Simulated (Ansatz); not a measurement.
¹⁷O NMR of the central transition in TiO2

Cell: a computed structure from the Materials Project (it need not be an observed phase), taken as it stands.

Space group P2_1/c (No. 14); a = 4.8127, b = 4.8719, c = 5.0410 Å, β = 99.86°.

| site | Wyckoff | site symmetry | x | y | z |
| --- | --- | --- | --- | --- | --- |
| Ti | 4e | 1 | 0.2774 | 0.4472 | 0.7131 |
| O5 | 4e | 1 | 0.4454 | 0.7424 | 0.9668 |
| O9 | 4e | 1 | 0.0638 | 0.3230 | 0.3516 |

One atom of each set is listed.

All values are calculated (Ansatz; DFT, r2SCAN, plane waves and PAW, scalar-relativistic, 500 eV cutoff, Γ-centred 5×4×4 k-points, Fermi–Dirac smearing 0.02 eV), not measured.

¹⁷O has I = 5/2 and Q = -25.58 mb (Pyykkö 2018); at 35.2 T its Larmor frequency is ν₀ = 203.3 MHz. Only the quadrupole interaction is simulated: positions count from each site's isotropic chemical shift, and J coupling is left out, as are shift anisotropy and dipolar coupling, which fast spinning averages.

(1) Give C_Q, η, the quadrupolar product P_Q = |C_Q|(1 + η²/3)^½, the second-order isotropic shift and the breadth of the pattern (fast magic-angle spinning) for each O site.

## Answers

(1) 

```json
{"site": "O5", "first shell": "4 Ti at 2.00–2.20 Å", "C_Q (MHz)": "0.887", "η": "0.42", "P_Q (MHz)": "0.913", "δ_QIS (ppm)": "-0.121", "breadth (kHz)": "0.0570"}
{"site": "O9", "first shell": "3 Ti at 1.88–2.03 Å", "C_Q (MHz)": "1.64", "η": "0.96", "P_Q (MHz)": "1.88", "δ_QIS (ppm)": "-0.511", "breadth (kHz)": "0.229"}
```

δ_QIS = −(ν_Q²/30ν₀²)[I(I+1) − 3/4](1 + η²/3) × 10⁶ ppm with ν_Q = 3|C_Q|/[2I(2I−1)]; it falls as 1/B₀² in ppm, and the breadth as 1/B₀ in kHz.
